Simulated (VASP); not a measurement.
Write the native input for VASP 6.6.1 that does the following.

| Item | Value |
| --- | --- |
| Task | band structure |
| Functional | PW91 |
| Potentials or basis | VASP PAW PBE potentials, release 64 (Sn_d, O) |
| Cutoff | 520 eV |
| k mesh | 7 × 7 × 7 |
| Occupations | fermi-dirac, width 0.02 eV |
| Spin | spin-orbit coupling, no magnetisation |
| Further INCAR settings | ALGO = Normal; EDIFF = 1e-06; NBANDS = 53; ISYM = 1 |

The system is SnO2.

```
Sn O
1.0
    -1.97304    1.97304    5.05443
     1.97304   -1.97304    5.05443
     1.97304    1.97304   -5.05443
Sn O
2 4
Cartesian
  0.0000 0.0000 0.0000
  0.0000 1.9730 2.5272
  0.0000 1.9730 0.4703
  0.0000 0.0000 2.0569
  0.0000 1.9730 4.5841
  0.0000 0.0000 8.0519
```

Measurements of this composition are mostly on another form, of space group No. 136.

The cell isn't the ideal one: volume scaled by 0.96.

One way to write it, as run:

POSCAR

```
SnO2
1.0
   -1.9730373434      1.9730373434      5.0544314638
    1.9730373434     -1.9730373434      5.0544314638
    1.9730373434      1.9730373434     -5.0544314638
Sn O
2 4
Direct
    0.0000000000      0.0000000000      0.0000000000
    0.7500000000      0.2500000000      0.5000000000
    0.5465225900      0.0465225900      0.5000000000
    0.2034774100      0.2034774100      0.0000000000
    0.9534774100      0.4534774100      0.5000000000
    0.7965225900      0.7965225900      0.0000000000
```

INCAR.step1

```
SYSTEM = SnO2
  ALGO = Normal
  EDIFF = 1E-6
  ENCUT = 520
  GGA = 91
  GGA_COMPAT = .False.
  ISIF = 2
  ISMEAR = -1
  ISYM = 1
  LASPH = .True.
  LCHARG = .True.
  LORBIT = 11
  LREAL = .False.
  LSORBIT = .True.
  LWAVE = .False.
  MAGMOM = 0 0 0 0 0 0 0 0 0 0 0 0 0 0 0 0 0 0
  NBANDS = 53
  NELM = 80
  PREC = Accurate
  SIGMA = 0.02
```

KPOINTS.step1

```
k-points
0
Gamma
  7 7 7
  0 0 0
```

INCAR.step2

```
SYSTEM = SnO2
  ALGO = Normal
  EDIFF = 1E-6
  ENCUT = 520
  GGA = 91
  GGA_COMPAT = .False.
  ICHARG = 11
  ISIF = 2
  ISMEAR = 0
  ISYM = 1
  LASPH = .True.
  LCHARG = .False.
  LORBIT = 11
  LREAL = .False.
  LSORBIT = .True.
  LWAVE = .False.
  MAGMOM = 0 0 0 0 0 0 0 0 0 0 0 0 0 0 0 0 0 0
  NBANDS = 53
  NELM = 80
  PREC = Accurate
  SIGMA = 0.05
```

KPOINTS.step2

```
path GXYSGZS1NPY1Z,XP
15
line-mode
reciprocal
 0.0000000000  0.0000000000  0.0000000000  G
 0.0000000000  0.0000000000  0.5000000000  X

 0.0000000000  0.0000000000  0.5000000000  X
-0.0761896521  0.0761896521  0.5000000000  Y

-0.0761896521  0.0761896521  0.5000000000  Y
-0.2880948261  0.2880948261  0.2880948261  S

-0.2880948261  0.2880948261  0.2880948261  S
 0.0000000000  0.0000000000  0.0000000000  G

 0.0000000000  0.0000000000  0.0000000000  G
 0.5000000000  0.5000000000 -0.5000000000  Z

 0.5000000000  0.5000000000 -0.5000000000  Z
 0.2880948261  0.7119051739 -0.2880948261  S1

 0.2880948261  0.7119051739 -0.2880948261  S1
 0.0000000000  0.5000000000  0.0000000000  N

 0.0000000000  0.5000000000  0.0000000000  N
 0.2500000000  0.2500000000  0.2500000000  P

 0.2500000000  0.2500000000  0.2500000000  P
 0.5000000000  0.5000000000 -0.0761896521  Y1

 0.5000000000  0.5000000000 -0.0761896521  Y1
 0.5000000000  0.5000000000 -0.5000000000  Z

 0.0000000000  0.0000000000  0.5000000000  X
 0.2500000000  0.2500000000  0.2500000000  P
```

Potentials or basis: VASP PAW PBE potentials, release 64 (Sn_d, O).

Run with:

```console
$ cat potpaw_PBE.64/Sn_d/POTCAR potpaw_PBE.64/O/POTCAR > POTCAR
$ cp INCAR.step1 INCAR
$ cp KPOINTS.step1 KPOINTS
$ mpirun -np 1 vasp_ncl > vasp.out
$ cp INCAR.step2 INCAR
$ cp KPOINTS.step2 KPOINTS
$ mpirun -np 1 vasp_ncl > vasp.out
```

Run time: 34 min on 1 thread of Intel(R) Xeon(R) 6975P-C (Granite Rapids) (shared host), peak memory 1.3 GiB.
